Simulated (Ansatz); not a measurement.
Crystal: CuO.

```
Cu O
1.0
     2.87950    0.00000    0.00000
     0.03907    2.87928    0.00000
     0.01750    0.01724    5.17634
Cu O
2 2
Direct
  0.00000 0.50000 0.00000
  0.50000 0.00000 0.50000
  0.99842 0.00167 0.74989
  0.00158 0.99833 0.25011
```

The cell comes from a database or a generator and needn't be the stable form of this composition.

Base run:

```yaml
Program: Ansatz 0.2.0
Functional: LDA
Potentials_or_basis: Ansatz PAW
Cutoff: 420 eV
Density_cutoff: 1680 eV
k_mesh: 9 × 9 × 5
Occupations: fermi-dirac, width 0.05 eV
Spin: no spin polarisation
Hubbard_terms: Cu d U = 4.5 eV
```

Its results: band gap on the k mesh none (metal or under the smearing width); pressure -6.1 GPa; largest force 0.012 eV/Å.

**Question.** The run is repeated on the same cell with these changes: functional from LDA to r2SCAN; cutoff from 420 eV to 500 eV; density cutoff from 1680 eV to 2000 eV; hubbard terms from Cu d U = 4.5 eV to none; hubbard projectors from ortho-atomic (the default) to none. What comes out?

**Answer.** Band gap on the k mesh none (metal or under the smearing width); pressure -0.7 GPa; largest force 0.012 eV/Å.

Several settings changed at once, so the effect can't be laid on one alone.

Caveats: the run has no spin polarisation, though such a crystal can be magnetic; the PAW data sets come from PBE, with cores solved anew for the run's functional, which leaves a small shift of forces and pressure; U without spin polarisation on a metal has little footing (some runs); semilocal functionals often make such compounds metallic where correlation or magnetic order opens a gap, which also shifts bond lengths (some runs).

Not every run made on this cell is shown here.
